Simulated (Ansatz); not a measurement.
Input and command of a plane-wave DFT calculation in Ansatz:

```yaml
crystal:
  lattice:
    - [0.0, 2.002238, 2.0431]
    - [2.0431, 0.0, 2.0431]
    - [2.0431, 2.002238, 0.0]
  atoms:
    - { symbol: Ag, position: [0.0, 0.0, 0.0] }
basis:
  ecutwfc: 420
kpoints:
  mp_grid: { grid: [20, 20, 20] }
hamiltonian:
  xc: pbe
scf:
  occupations: { method: gaussian, width: 0.15 }
output:
  forces: true
  stress: true
  eigenvalues: true
```

```bash
ansatz run input.yaml --threads 1 --pin off --max-ram 2560MiB --backend cpu --events-out ev --progress --plain --runs-dir out
```

Processor: Arm Neoverse N1, 1 thread, on a host shared with other jobs.

Question: How long does it run, and how much memory does it take?

Answer: About 12 s on 1 thread of Arm Neoverse N1, on a shared host, peak memory 0.39 GiB. It solves 14 bands at 641 k points (the mesh reduced by the symmetry that the task leaves, which can be less than the crystal's) with about 331 plane waves, in 6 SCF iterations.
